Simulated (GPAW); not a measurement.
Crystal: Ti3Al.

```
Ti Al
1.0
     2.92754    0.00000    0.00000
    -1.46377    2.53533    0.00000
     0.00000    0.00000    9.22636
Ti Al
3 1
Direct
  0.33333 0.66667 0.24941
  0.33333 0.66667 0.75059
  0.66667 0.33333 0.00000
  0.66667 0.33333 0.50000
```

The cell comes from a database or a generator and needn't be the stable form of this composition.

| Item | Value |
| --- | --- |
| Program | GPAW 26.7.0 |
| Task | relaxation of cell and atoms |
| Functional | PBEsol |
| Dispersion | D3 |
| Potentials or basis | PAW data sets generated in the run's folder for this functional |
| Cutoff | 600 eV |
| Basis | pw |
| k mesh | 8 × 8 × 2 |
| Occupations | fermi-dirac, width 0.05 eV |
| Spin | no spin polarisation |

At the start: pressure -7.4 GPa; volume 17.12 Å³/atom.

How do energy, volume and symmetry change on relaxing?

Over 4 steps the energy falls by 23.1 meV/atom and the volume is 16.00 Å³/atom (-6.6 %); space group P-6m2 (No. 187, to 0.05 Å).

Step by step:
```
step  energy change (eV)  largest force (eV/Å)  pressure (GPa)  volume (Å³)
   1              0.0000                0.0559           -7.41        68.48
   2             -0.0232                0.0473           -6.58        67.90
   3             -0.0911                0.0242            0.40        63.76
   4             -0.0923                0.0175           -0.04        63.99
```

Final structure:
```xyz
4
Lattice="2.8639 0.0000 0.0000 -1.4319 2.4802 0.0000 0.0000 0.0000 9.0083" Properties=species:S:1:pos:R:3 pbc="T T T"
Ti    0.0000    1.6535    2.2410
Ti    0.0000    1.6535    6.7673
Ti    1.4319    0.8267    0.0000
Al    1.4319    0.8267    4.5042
```

Caveat: later steps reuse the first step's grids; pairwise dispersion overbinds metals, which lowers pressure and volume.
